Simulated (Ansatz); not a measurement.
**TiN**

We look at TiN: an experimental structure (space group Fm-3m, primitive cell doubled), with 4 atoms per cell. Source: COD entry 1101045; the sample's temperature and pressure aren't taken into account, and it need not be the stable phase.

```
CELL_PARAMETERS angstrom
-2.12200 -2.12200 -4.24400
2.12200 -2.12200 0.00000
-2.12200 -2.12200 0.00000
ATOMIC_POSITIONS crystal
Ti 0.00000 0.00000 0.00000
Ti 0.50000 0.50000 0.00000
N 0.00000 0.50000 0.50000
N 0.50000 0.00000 0.50000
```

Numbers behind element symbols give the atom's place in this list.

All numbers below come from DFT, PBE+U, PAW, plane waves, scalar-relativistic in Ansatz.

```
Hubbard term (Dudarev form) : U − J = 4.5 eV on Ti d, on Löwdin-orthonormalised all-electron atomic orbitals
Plane-wave cutoff           : 420 eV
k-point mesh                : 5×8×9 (Γ-centred)
Occupations                 : Fermi–Dirac smearing, 0.05 eV
Valence electrons           : 34
```

A static U favours moments and orbital order; the result depends on U and need not be the measured state.

The mesh has less symmetry than the lattice, which lowers the symmetry of the run.

Orders that need a larger cell or non-collinear spins weren't tried.

Question: Predict the lowest-energy solution among 5 converged runs.

Answer: Non-magnetic, no gap on the k-mesh.
